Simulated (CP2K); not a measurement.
The system is Zn.

```
Zn
1.0
     2.67000    0.00000    0.00000
    -1.33500    2.31229    0.00000
     0.00000    0.00000    4.96600
Zn
2
Direct
  0.66667 0.33333 0.75000
  0.33333 0.66667 0.25000
```

Base run:

* Program: CP2K 2026.2
* Functional: r2SCAN
* Dispersion: D4
* Potentials or basis: POTENTIAL_UZH Zn GTH-SCAN-q12; TZVP-MOLOPT-SCAN-GTH basis
* Density cutoff: 9184 eV
* k mesh: 11 × 11 × 6
* Occupations: fermi-dirac, width 0.05 eV
* Spin: no spin polarisation

Its results: band gap on the k mesh none (metal or under the smearing width); pressure -6.9 GPa.

Problem. After a change of settings the same cell gave: band gap on the k mesh none (metal or under the smearing width); pressure -7.9 GPa. Which change was it?
A. dispersion from D4 to none
B. dispersion from D4 to rVV10
C. dispersion from D4 to D3(BJ)

Solution. C.

Caveats: the basis of atomic orbitals isn't converged, which shifts pressures, moduli and gaps; pairwise dispersion overbinds metals, which lowers pressure and volume.
